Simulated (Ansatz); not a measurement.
A run of Ansatz 0.2.0:

input.yaml

```yaml
crystal:
  lattice:
    - [2.7784220849, 0.0, 0.0]
    - [0.0, 3.28160879, 0.0]
    - [-1.3434310986, 0.0, 3.9902731763]
  atoms:
    - { symbol: Ga, position: [0.13459627, 0.75, 0.77016683] }
    - { symbol: Ga, position: [0.86540373, 0.25, 0.22983317] }
kpoints:
  mp_grid: { grid: [10, 8, 7] }
  band_path:
    path:
      - [0.0, 0.0, 0.0]
      - [0.0, 0.0, 0.5]
      - [-0.439461826, 0.0, 0.712489919]
      - [-0.5, 0.0, 0.5]
      - [-0.5, 0.5, 0.5]
      - [-0.560538174, 0.5, 0.287510081]
      - [-0.5, 0.5, 0.0]
      - [-0.5, 0.0, 0.0]
    npoints: 8
scf:
  occupations: { method: fermi_dirac, width: 0.05 }
hamiltonian:
  xc: pbesol
  pseudopotentials:
    kind: all_electron
    lapw: { basis_error: 0.001 }
    relativity: none
output:
  forces: true
  stress: true
  eigenvalues: true
```

Potentials or basis: all-electron LAPW, non-relativistic.

Command:

```bash
$ ansatz run input.yaml --threads 1 --pin off --max-ram 3072MiB --backend cpu --events-out ev --progress --plain --runs-dir out
```

Hardware: 1 thread of Intel(R) Xeon(R) Processor @ 2.50GHz (Skylake/Cascade Lake), with other jobs on the host.

**Question.** Estimate the wall time of this run.

**Answer.** Run time: 76 s on 1 thread of Intel(R) Xeon(R) Processor @ 2.50GHz (Skylake/Cascade Lake) (shared host), peak memory 0.52 GiB. Counts: scf iterations 8, plane waves 337, k points 180, bands 26.
